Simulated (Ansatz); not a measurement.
A one-shot G0W0 calculation of AlN built on the rocksalt prototype with the PAW code Ansatz, at the level G0W0@PBE with 26 empty bands, a screening cutoff of 80 eV and a 10×10×10 mesh. The cell was relaxed beforehand with r2SCAN.

Input (YAML):
```yaml
crystal:
  lattice:
    - [0.0, 2.018868445, 2.018868445]
    - [2.018868445, 0.0, 2.018868445]
    - [2.018868445, 2.018868445, 0.0]
  atoms:
    - { symbol: Al, position: [0.0, 0.0, 0.0] }
    - { symbol: "N", position: [0.5, 0.5, 0.5] }
kpoints:
  mp_grid: { grid: [10, 10, 10] }
hamiltonian:
  xc: pbe
scf:
  occupations: { method: fixed }
gw:
  n_empty_bands: 26
  ecut_chi: 80
  qp_bands: [v2, c2]
  qp_kpoints: band_edges
  screening: { model: contour_deformation }
```

Wall time 44 s on 1 × NVIDIA H100 80GB HBM3 with 1 thread of AMD EPYC 7R13 Processor (Zen 3) (shared host), load about 1.0 per core; peak host memory 1.2 GiB.

Abridged output:
```
Pseudopotential: Al, paw, valence charge 3, recommended cutoff 420 eV (normal)
Pseudopotential: N, paw, valence charge 5, recommended cutoff 420 eV (normal)
Functional definition: PBE
Crystal: 2 atoms, lattice volume = 16.457 Å³
Basis set: ecut = 420 eV, 331 PW (Γ)
Bands: 8, of which v1, the nominal top of the filled ones, is band 4 counted from 1 (3 counted from 0)
Symmetry: 48 space group operations
Space group: Fm-3m (ITA 225)
k-points: 47 of 1000
Free energy (F): -923.908764 eV
Fermi energy:    11.287708 eV
--- G₀W₀: contour deformation, 5 samples at zero and on the imaginary axis and 3 off it, 1000 q-points, 26 empty bands' worth ---
    ik  band        ε_KS         Σx   Σc(E_QP)       V_xc       Z   E_QP_lin       E_QP  E_QP is
     0     3     11.2877   -22.1586     3.3577   -18.5160  0.8052    11.0023    11.0028  root
     0     4     11.2877   -22.1586     3.3577   -18.5160  0.8052    11.0023    11.0028  root
     0     5     17.0140   -12.1997    -4.3384   -17.8367  0.8223    18.3221    18.3125  root
     0     6     23.4102    -5.2220    -4.9957   -11.2091  0.8270    24.4101    24.4015  root
     1     3     11.1639   -22.0777     3.3793   -18.3898  0.8049    10.8548    10.8554  root
     1     4     11.1639   -22.0777     3.3793   -18.3898  0.8049    10.8548    10.8554  root
     1     5     17.6390   -12.1012    -4.3936   -17.8526  0.8194    19.0079    18.9969  root
     1     6     22.5311    -5.6039    -5.0065   -11.6390  0.8248    23.5687    23.5597  root
     2     3     10.8639   -21.9064     3.4353   -18.1081  0.8042    10.5000    10.5009  root
     2     4     10.8639   -21.9064     3.4353   -18.1081  0.8042    10.5000    10.5009  root
     2     5     18.2720   -10.5159    -4.5473   -16.3429  0.8225    19.5620    19.5517  root
     2     6     22.0686    -7.6126    -5.1535   -14.0986  0.8112    23.4175    23.4010  root
     3     3     10.5313   -21.7504     3.5011   -17.8308  0.8032    10.1116    10.1128  root
     3     4     10.5313   -21.7504     3.5011   -17.8308  0.8032    10.1116    10.1128  root
     3     5     17.9942    -9.0821    -4.4629   -14.6567  0.8301    19.1132    19.1058  root
     3     6     23.0482    -9.4908    -5.7060   -16.8948  0.7879    24.7818    24.7462  root
     4     3     10.2864   -21.6541     3.5512   -17.6467  0.8024     9.8289     9.8302  root
     4     4     10.2864   -21.6541     3.5512   -17.6467  0.8024     9.8289     9.8302  root
     4     5     17.6021    -8.8496    -4.3602   -14.2658  0.8329    18.6644    18.6581  root
     4     6     22.5852    -7.1741    -5.0924   -13.5443  0.8231    23.8783    23.8630  root
     5     3     10.1976   -21.6225     3.5697   -17.5838  0.8021     9.7272     9.7287  root
     5     4     10.1976   -21.6225     3.5697   -17.5838  0.8021     9.7272     9.7287  root
     5     5     17.4567    -8.8533    -4.3231   -14.2207  0.8336    18.5071    18.5010  root
     5     6     22.3497    -7.2666    -5.0576   -13.6057  0.8246    23.6461    23.6312  root
     6     3     10.9187   -21.9526     3.4115   -18.1875  0.8045    10.5644    10.5652  root
     6     4     10.9187   -21.9526     3.4115   -18.1875  0.8045    10.5644    10.5652  root
     6     5     17.9010   -12.2238    -4.4147   -18.0400  0.8175    19.3146    19.3025  root
     6     6     21.8757    -5.0825    -4.8847   -10.8789  0.8318    22.7938    22.7874  root
    10     3      9.4656   -21.2478     3.6261   -17.0521  0.8001     8.8938     8.8961  root
    10     4      9.9919   -21.5665     3.5982   -17.4677  0.8015     9.4896     9.4912  root
    10     5     18.1661    -9.0375    -4.3953   -14.5660  0.8294    19.3069    19.2992  root
    10     6     21.3393    -7.6347    -5.0034   -13.9135  0.8257    22.6280    22.6148  root
    13     3      9.8230   -21.3421     3.5494   -17.2636  0.8017     9.2921     9.2940  root
    13     4     10.8845   -21.8939     3.4435   -18.0914  0.8041    10.5247    10.5255  root
    13     5     18.9168   -10.2114    -4.6544   -16.1868  0.8199    20.2495    20.2378  root
    13     6     21.6604    -7.6463    -5.0581   -14.0147  0.8138    22.9857    22.9708  root
  […]
```

The points are ik 0 = (0, 0, 0) (Γ), ik 1 = (0, 0, 0.100), ik 2 = (0, 0, 0.200), ik 3 = (0, 0, 0.300), ik 4 = (0, 0, 0.400), ik 5 = (0, 0, -1/2), ik 6 = (0, 0.100, 0.100), ik 10 = (0, 0.100, -1/2), ik 13 = (0, 0.100, -0.200), ik 14 = (0, 0.100, -0.100), ik 15 = (0, 0.200, 0.200), ik 18 = (0, 0.200, -1/2); band 4 is the last filled one.

The quasiparticle gap on this mesh is 6.07 eV (Γ to k = (0, -1/2, -1/2)), against 4.67 eV from PBE: +1.40 eV. Renormalisation factors Z lie between 0.79 and 0.85. The G0W0 figures hold for the stated bands, cutoff and mesh and aren't extrapolated.

The cell comes from a prototype generator: it can be a known phase or a hypothetical one. Spin polarisation is off.
